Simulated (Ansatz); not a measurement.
# TaC: the cost of one run

Method: DFT PBE, scalar-relativistic, plane waves, PAW, in Ansatz 0.2.0.

## Step 1: Starting point

It takes space group Fm-3m (No. 225, cubic). Conventional cell: a = 4.475 Å, b = 4.475 Å, c = 4.475 Å, α = 90.00°, β = 90.00°, γ = 90.00°. Around Ta (site symmetry m-3m) lie 6 C at 2.24 Å. C (site symmetry m-3m) has 6 Ta at 2.24 Å as nearest neighbours.

As a file:

```cif
data_structure
_symmetry_space_group_name_H-M 'P 1'
_symmetry_Int_Tables_number 1
_cell_length_a 3.1645
_cell_length_b 3.1645
_cell_length_c 3.1645
_cell_angle_alpha 60.000
_cell_angle_beta 60.000
_cell_angle_gamma 60.000
_cell_volume 22.41
loop_
_atom_site_label
_atom_site_type_symbol
_atom_site_fract_x
_atom_site_fract_y
_atom_site_fract_z
_atom_site_occupancy
Ta1 Ta 0.00000 0.00000 0.00000 1
C1 C 0.50000 0.50000 0.50000 1
```

It is the result of an earlier relaxation at this level (volume 11.20 Å³/atom; gap on the mesh: none (metal)).

## Step 2: The bulk in the cell of the plane

Contents of input.yaml:

```yaml
crystal:
  lattice:
    - [3.1644852942, 0.0, 0.0]
    - [0.0, 3.1644852942, 0.0]
    - [1.5822426471, 1.5822426471, 2.2376290105]
  atoms:
    - { symbol: Ta, position: [0.0, 0.0, 0.0] }
    - { symbol: C, position: [0.5, 0.5, 0.0] }
basis:
  ecutwfc: 420
kpoints:
  mp_grid: { grid: [11, 11, 15] }
hamiltonian:
  xc: pbe
scf:
  occupations: { method: gaussian, width: 0.1 }
output:
  forces: true
  stress: true
  eigenvalues: true
```

The run is started by

```sh
ansatz run input.yaml --threads 1 --pin off --max-ram 2560MiB --backend cpu --events-out ev --progress --plain --runs-dir out
```

Q: Estimate wall time and peak memory on 1 thread of Oxide Virtual Turin-like (Zen 5), shared host.

About 9.8 s, with a peak of 0.46 GiB.
